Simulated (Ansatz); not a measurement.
## A series in volume scale on Lu

Results calculated with Ansatz 0.2.0, not measured. Plane-wave DFT, scalar-relativistic PAW made under PBE with cores redone for the functional, no dispersion; the given relaxed cell is scaled uniformly, energy at zero smearing counts from the unscaled cell, pressure at the given Fermi-Dirac smearing is positive in compression.

The cell before it is scaled or strained (space group Im-3m, No. 229):
```
CELL_PARAMETERS angstrom
-1.98200 1.98200 1.98200
1.98200 -1.98200 1.98200
1.98200 1.98200 -1.98200
ATOMIC_POSITIONS crystal
Lu 0.00000 0.00000 0.00000
```

Settings of every row: spin polarised no; functional RPBE; wave cutoff 420 eV; smearing width 0.1 eV; k mesh 13x13x13.

Atom starting moment: 0 on all atoms.

Limits: the cell comes from a prototype or a list of computed structures and needn't be the stable phase.

| row | volume scale | V (Å³/atom) | pressure (GPa) | energy change per atom (meV) |
| --- | --- | --- | --- | --- |
| 1 | 0.88 | 27.407 | 6.25 | 64.38 |
| 2 | 0.92 | 28.652 | ? | ? |
| 3 | 0.96 | 29.898 | 1.75 | 5.92 |
| 4 | 1.04 | 32.39 | -1.46 | 6.37 |
| 5 | 1.08 | 33.635 | -2.73 | 23.11 |
| 6 | 1.12 | 34.881 | -3.81 | 48.71 |

Question: what pressure and energy change per atom should row 2 give?

Worked fit of pressure. Take u = (V_r/V)^(2/3) − 1 with V_r = 32.39 Å³ an atom, which is twice the finite (Eulerian) strain; such expansions in the strain, on which the Birch-Murnaghan equation of state is built, carry the rest volume and the bulk modulus. The shown rows have u = 0.11781, 0.05482, 0, -0.02483, -0.04819. Least squares give pressure = −1.472 + 53.345 × u + 103.32 × u² GPa; a straight line predicts inner rows, each left out in turn, worse (root mean square 0.35 against 0.021 GPa). The rows lie off it by 0.00, -0.01, 0.01, 0.00, -0.01. The pressure vanishes at u = 0.0263, or V = 31.15 Å³ an atom, and there the bulk modulus at fixed shape and fractions is B = −V dP/dV = (2/3)(1 + u) dP/du = 40.2 GPa. The withheld row has u = 0.08519, so the fit gives −1.472 + 53.345 × (0.08519) + 103.32 × (0.08519)² = 3.82 GPa.

The calculation gave 3.81 GPa. The fit lies 0.01 GPa (0.099 % of the column's range) above it, one unit of the last digit.

Worked fit of energy change per atom. Take u = (V_r/V)^(2/3) − 1 with V_r = 32.39 Å³ an atom, which is twice the finite (Eulerian) strain; such expansions in the strain, on which the Birch-Murnaghan equation of state is built, carry the rest volume and the bulk modulus. The shown rows have u = 0.11781, 0.05482, 0, -0.02483, -0.04819. Least squares give energy change per atom = 6.722 − 470.716 × u + 8160.47 × u² meV; a straight line predicts inner rows, each left out in turn, worse (root mean square 27 against 0.8 meV). The rows lie off it by -0.15, 0.48, -0.35, -0.33, 0.35 (root mean square 0.35 meV). The withheld row has u = 0.08519, so the fit gives 6.722 − 470.716 × (0.08519) + 8160.47 × (0.08519)² = 25.84 meV.

The calculation gave 26.45 meV. The fit lies 0.61 meV (2.3 % of the value, 1 % of the column's range) below it; its largest miss of a shown row is 0.48 meV.
